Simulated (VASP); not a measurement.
# Cu (Fm-3m) in VASP: further runs

The runs below take Cu through relaxation of cell and atoms, with PBE.

All numbers are computed with VASP 6.6.1; they aren't measurements. Logs are shortened: lines on timing, memory, paths and dates and some standing lists are left out, and cuts for length are marked.

### Step 1. The crystal as given

Symmetry: Fm-3m, No. 225, cubic system. The conventional cell has a = 3.615 Å, b = 3.615 Å, c = 3.615 Å, α = 90.00°, β = 90.00°, γ = 90.00°. Cu (site symmetry m-3m) has 12 Cu at 2.56 Å as nearest neighbours.

### Step 2. Relaxation of cell and atoms, PBE

INCAR reads:

```
SYSTEM = Cu
PREC = Accurate ; ENCUT = 520
EDIFF = 1E-7 ; ISMEAR = 0
SIGMA = 0.1 ; LREAL = .FALSE.
LASPH = .TRUE. ; NELM = 60
ALGO = Fast ; ISIF = 3
LWAVE = .FALSE. ; LCHARG = .FALSE.
GGA = PE ; IBRION = 2
NSW = 80 ; EDIFFG = -0.002
```

KPOINTS reads:

```
regular mesh
0
G
  12 12 12
  0 0 0
```

POSCAR reads:

```
Cu
1.0
    0.0000000000      1.8075000000      1.8075000000
    1.8075000000      0.0000000000      1.8075000000
    1.8075000000      1.8075000000      0.0000000000
Cu
1
Direct
    0.0000000000      0.0000000000      0.0000000000
```

Potentials or basis: VASP PAW PBE potentials, release 64 (Cu).

Started as:

```console
$ cat potpaw_PBE.64/Cu/POTCAR > POTCAR
$ mpirun -np 1 vasp_std > vasp.out
```

OUTCAR:

```text
SYSTEM = Cu
   PREC = Accurate
   ENCUT = 520
   EDIFF = 1E-7
   ISMEAR = 0
   LREAL = .FALSE.
   LASPH = .TRUE.
   NELM = 60
   ISIF = 3
   GGA = PE
   IBRION = 2
   NSW = 80
   EDIFFG = -0.002

 ion  position               nearest neighbor table
   1  0.000  0.000  0.000-

  LATTYP: Found a face centered cubic cell.
 ALAT       =     3.6150000000

  Lattice vectors:

 A1 = (   0.0000000000,   1.8075000000,   1.8075000000)
 A2 = (   1.8075000000,   0.0000000000,   1.8075000000)
 A3 = (   1.8075000000,   1.8075000000,   0.0000000000)

Analysis of symmetry for initial positions (statically):
=====================================================================
 Subroutine PRICEL returns:
 Original cell was already a primitive cell.

 Routine SETGRP: Setting up the symmetry group for a
 face centered cubic supercell.

 Subroutine GETGRP returns: Found 48 space group operations
 (whereof 48 operations were pure point group operations)
 out of a pool of 48 trial point group operations.

The static configuration has the point symmetry O_h .

Analysis of symmetry for dynamics (positions and initial velocities):
=====================================================================
 Subroutine PRICEL returns:
 Original cell was already a primitive cell.

 Routine SETGRP: Setting up the symmetry group for a
 face centered cubic supercell.

 Subroutine GETGRP returns: Found 48 space group operations
 (whereof 48 operations were pure point group operations)
 out of a pool of 48 trial point group operations.

The dynamic configuration has the point symmetry O_h .

 Subroutine INISYM returns: Found 48 space group operations
 (whereof 48 operations are pure point group operations),
 and found     1 'primitive' translations

----------------------------------------------------------------------------------------

                                     Primitive cell

  volume of cell :      11.8104

  direct lattice vectors                    reciprocal lattice vectors
     0.000000000  1.807500000  1.807500000    -0.276625173  0.276625173  0.276625173
     1.807500000  0.000000000  1.807500000     0.276625173 -0.276625173  0.276625173
     1.807500000  1.807500000  0.000000000     0.276625173  0.276625173 -0.276625173

  length of vectors
     2.556191014  2.556191014  2.556191014     0.479128854  0.479128854  0.479128854

  position of ions in fractional coordinates (direct lattice)
     0.000000000  0.000000000  0.000000000

  ion indices of the primitive-cell ions
   primitive index   ion index
                 1           1

----------------------------------------------------------------------------------------

 KPOINTS: regular mesh

Automatic generation of k-mesh.
 Grid dimensions read from file:
 generate k-points for:   12   12   12

 Generating k-lattice:

  Cartesian coordinates                     Fractional coordinates (reciprocal lattice)
    -0.023052098  0.023052098  0.023052098     0.083333333  0.000000000  0.000000000
     0.023052098 -0.023052098  0.023052098     0.000000000  0.083333333  0.000000000
     0.023052098  0.023052098 -0.023052098     0.000000000  0.000000000  0.083333333

  Length of vectors
     0.039927405  0.039927405  0.039927405

  Shift w.r.t. Gamma in fractional coordinates (k-lattice)
     0.000000000  0.000000000  0.000000000

 Subroutine IBZKPT returns following result:
 ===========================================

 Found     72 irreducible k-points:

 Following reciprocal coordinates:
            Coordinates               Weight
  0.000000  0.000000  0.000000      1.000000
  0.083333  0.000000  0.000000      8.000000
  0.166667  0.000000  0.000000      8.000000
  0.250000  0.000000  0.000000      8.000000
  0.333333  0.000000  0.000000      8.000000
  0.416667  0.000000  0.000000      8.000000
[... 16 lines left out ...]
  0.500000  0.166667  0.000000     24.000000
 -0.416667  0.166667  0.000000     24.000000
 [... further k-points ...]
   k-points           NKPTS =     72   k-points in BZ     NKDIM =     72   number of bands    NBANDS=      9
   number of dos      NEDOS =    301   number of ions     NIONS =      1
   total plane-waves  NPLWV =   8000
   dimension x,y,z NGX =    20 NGY =   20 NGZ =   20
   dimension x,y,z NGXF=    40 NGYF=   40 NGZF=   40
   ions per type =               1
   NGX,Y,Z   is equivalent  to a cutoff of  13.01, 13.01, 13.01 a.u.
   NGXF,Y,Z  is equivalent  to a cutoff of  26.01, 26.01, 26.01 a.u.
 SYSTEM =  Cu
   PREC   = accura    normal or accurate (medium, high low for compatibility)
   ISTART =      0    job   : 0-new  1-cont  2-samecut
   ICHARG =      2    charge: 1-file 2-atom 10-const
   ISPIN  =      1    spin polarized calculation?
   LNONCOLLINEAR =      F non collinear calculations
   LSORBIT =      F    spin-orbit coupling
   LASPH  =      T    aspherical Exc in radial PAW
   ENCUT  =  520.0 eV  38.22 Ry    6.18 a.u.   4.75  4.75  4.75*2*pi/ulx,y,z
   NELM   =     60;   NELMIN=  2; NELMDL= -5     # of ELM steps
   EDIFF  = 0.1E-06   stopping-criterion for ELM
   LREAL  =      F    real-space projection
   EDIFFG = -.2E-02   stopping-criterion for IOM
   NSW    =     80    number of steps for IOM
   IBRION =      2    ionic relax: 0-MD 1-quasi-New 2-CG
   NFREE  =      1    steps in history (QN), initial steepest desc. (CG)
   ISIF   =      3    stress and relaxation
   ISYM   =      2    0-nonsym 1-usesym 2-fastsym
   POTIM  = 0.5000    time-step for ionic-motion
   TEBEG  =    0.0;   TEEND  =   0.0 temperature during run
   PSTRESS=    0.0 pullay stress
   NELECT =      11.0000    total number of electrons
   NUPDOWN=      -1.0000    fix difference up-down
   EMIN   =  10.00;   EMAX   =-10.00  energy-range for DOS
   EFERMI =   0.00;   METHOD = LEGACY
   ISMEAR =     0;   SIGMA  =   0.10  broadening in eV -4-tet -1-fermi 0-gaus
   EFERMI_NEDOS =   21; number of points for ismear=-14 and -15
   IALGO  =     68    algorithm
   IMIX   =      4    mixing-type and parameters
     AMIX     =   0.40;   BMIX     =  1.00
     AMIX_MAG =   1.60;   BMIX_MAG =  1.00
  volume/ion in A,a.u.               =      11.81        79.70
  Fermi-wavevector in a.u.,A,eV,Ry     =   1.598763  3.021224 34.777078  2.556043
  Thomas-Fermi vector in A             =   2.696162
   LORBIT       =      0    0 simple, 1 ext, 2 COOP (PROOUT), +10 PAW based schemes
   GGA     = PE    functional components
   LHFCALC =     F    Hartree Fock is set to
   AEXX    =    0.0000 exact exchange contribution
   IVDW    =     0    specifies the selected vdW correction
   LEPSILON=     F    determine dielectric tensor
   LRPA    =     F    only Hartree local field effects (RPA)
 conjugate gradient relaxation of ions
 non-spin polarized calculation
 RMM-DIIS sequential band-by-band and
 Gauss-broadening in eV      SIGMA  =   0.10
  energy-cutoff  :      520.00
  volume of cell :       11.81
 maximum number of plane-waves:       332
   NGX =  9   NGY =  9   NGZ =  9

--------------------------------------- Ionic step        1  -------------------------------------------

 number of electron      11.0000001 magnetization

 Free energy of the ion-electron system (eV)
  ---------------------------------------------------
  ext. energy  EPLUGINS =         0.00000000
  ---------------------------------------------------
  free energy    TOTEN  =        -3.72355254 eV

  energy without entropy =       -3.72220950  energy(sigma->0) =       -3.72288102

------------------------ aborting loop because EDIFF is reached ----------------------------------------

  FORCE on cell =-STRESS in cart. coord.  units (eV):
  Direction    XX          YY          ZZ          XY          YZ          ZX
  --------------------------------------------------------------------------------------
  -------------------------------------------------------------------------------------
  Total        0.1348043      0.1348043      0.1348043      0.0000000     -0.0000000     -0.0000000
  in kB       18.2872958     18.2872958     18.2872958      0.0000000     -0.0000000     -0.0000000
  external PRESSURE =      18.2872958 kB  Pullay stress =       0.0000000 kB
[... 55 lines left out ...]
  energy  without entropy=       -3.7232407598  energy(sigma->0) =       -3.72394343

--------------------------------------- Ionic step        3  -------------------------------------------

 number of electron      10.9999996 magnetization

 Free energy of the ion-electron system (eV)
  ---------------------------------------------------
  ext. energy  EPLUGINS =         0.00000000
  ---------------------------------------------------
  free energy    TOTEN  =        -3.72475028 eV

  energy without entropy =       -3.72335866  energy(sigma->0) =       -3.72405447

 E-fermi :   7.3048     XC(G=0): -12.6386

 val. band max:        7.3035197612   @ k =   0.4167   0.4167   0.0000
 cond. band min:       7.3067231416   @ k =   0.5000   0.3333   0.1667
 fundamental gap:      0.0032033804
 Fermi energy:         7.3048337692

 k-point     1 :       0.0000    0.0000    0.0000
  band No.  band energies     occupation
      1      -1.8382      2.00000
      2       4.4121      2.00000
      3       4.4121      2.00000
      4       4.4121      2.00000
      5       5.2148      2.00000
      6       5.2148      2.00000
      7      29.8701      0.00000
      8      32.3960      0.00000
      9      32.3960      0.00000
[... 265 lines left out ...]
 k-point    24 :      -0.4167    0.1667    0.0000
  band No.  band energies     occupation
      1       2.8774      2.00000
      2       4.0692      2.00000
      3       4.5822      2.00000
      4       4.6620      2.00000
      5       5.6747      2.00000
      6       8.3886      0.00000
      7      11.6455      0.00000
      8      22.0025      0.00000
      9      26.3690      0.00000

 [... further k-points ...]
[... 5 lines left out ...]
  --------------------------------------------------------------------------------------
  -------------------------------------------------------------------------------------
  Total        0.0005654      0.0005654      0.0005654     -0.0000000     -0.0000000      0.0000000
  in kB        0.0755433      0.0755433      0.0755433     -0.0000000     -0.0000000      0.0000000
  external PRESSURE =       0.0755433 kB  Pullay stress =       0.0000000 kB
[... 16 lines left out ...]
  FREE ENERGIE OF THE ION-ELECTRON SYSTEM (eV)
  ---------------------------------------------------
  free  energy   TOTEN  =        -3.7247502766 eV

  energy  without entropy=       -3.7233586604  energy(sigma->0) =       -3.72405447

 reached required accuracy - stopping structural energy minimisation
```

It took 10 s on 1 thread of Intel Xeon 6975P-C (Granite Rapids), shared host; peak memory 0.13 GiB.

What came out:

* Free energy: -3.7248 eV
* Relaxed volume: 11.99 Å³/atom
* Relaxed cell: a = 2.569 Å, b = 2.569 Å, c = 2.569 Å, α = 60.00°, β = 60.00°, γ = 60.00°
* Space group after relaxing (to 0.05 Å): Fm-3m (No. 225)
* Energy gained by relaxing: 1.2 meV/atom
* Ionic steps: 3
* Pressure after relaxing: 0.0 GPa
* Band gap on the k mesh: none (metal or under the smearing width)

Step by step:
```csv
step,energy change (eV),largest force (eV/Å),pressure (GPa),volume (Å³)
1,0.0000,0.0000,1.83,11.81
2,-0.0011,0.0000,-0.87,12.04
3,-0.0012,0.0000,0.01,11.99
```

Final structure:
```cif
data_structure
_symmetry_space_group_name_H-M 'P 1'
_symmetry_Int_Tables_number 1
_cell_length_a 2.5692
_cell_length_b 2.5692
_cell_length_c 2.5692
_cell_angle_alpha 60.000
_cell_angle_beta 60.000
_cell_angle_gamma 60.000
_cell_volume 11.99
loop_
_atom_site_label
_atom_site_type_symbol
_atom_site_fract_x
_atom_site_fract_y
_atom_site_fract_z
_atom_site_occupancy
Cu1 Cu 0.00000 0.00000 0.00000 1
```

### Step 3. Relaxation of cell and atoms, PBE

This run uses another cell than the first one, of 11.99 Å³/atom, 1.015 times its volume.

INCAR is that of step 2.

KPOINTS is that of step 2.

POSCAR reads:

```
Cu                                      
1.0
    0.0000000000      1.8166967752      1.8166967752
    1.8166967752     -0.0000000000      1.8166967752
    1.8166967752      1.8166967752      0.0000000000
  Cu            
     1
Direct
     0.0000000000000000    0.0000000000000000    0.0000000000000000
```

Potentials or basis: VASP PAW PBE potentials, release 64 (Cu).

Started as:

```console
$ cat potpaw_PBE.64/Cu/POTCAR > POTCAR
$ mpirun -np 1 vasp_std > vasp.out
```

Wall time 26 s (1 thread of Intel Xeon 6975P-C (Granite Rapids), shared host); peak memory 0.13 GiB.

It converged, with:

```
Free energy                            : -3.7249 eV
Relaxed volume                         : 12.00 Å³/atom
Relaxed cell                           : a = 2.570 Å, b = 2.570 Å, c = 2.570 Å, α = 60.00°, β = 60.00°, γ = 60.00°
Space group after relaxing (to 0.05 Å) : Fm-3m (No. 225)
Energy gained by relaxing              : 0.0 meV/atom
Ionic steps                            : 21
Pressure after relaxing                : 0.0 GPa
Band gap on the k mesh                 : none (metal or under the smearing width)
```

Final structure:
```cif
data_structure
_symmetry_space_group_name_H-M 'P 1'
_symmetry_Int_Tables_number 1
_cell_length_a 2.5696
_cell_length_b 2.5696
_cell_length_c 2.5696
_cell_angle_alpha 60.000
_cell_angle_beta 60.000
_cell_angle_gamma 60.000
_cell_volume 12.00
loop_
_atom_site_label
_atom_site_type_symbol
_atom_site_fract_x
_atom_site_fract_y
_atom_site_fract_z
_atom_site_occupancy
Cu1 Cu 0.00000 0.00000 0.00000 1
```

Levels at points of the mesh, in eV from the Fermi level:
| k point | band 2 | band 3 | band 4 | band 5 | band 6 | band 7 | band 8 | band 9 |
| --- | --- | --- | --- | --- | --- | --- | --- | --- |
| (0.00, 0.00, 0.00) | -2.89 | -2.89 | -2.89 | -2.09 | -2.09 | 22.56 | 25.08 | 25.08 |
| (0.50, 0.00, 0.00) | -2.92 | -2.92 | -1.53 | -1.53 | -0.86 | 3.77 | 21.06 | 21.92 |
| (0.50, 0.50, 0.00) | -4.25 | -1.55 | -1.40 | -1.40 | 1.60 | 7.10 | 13.05 | 13.05 |
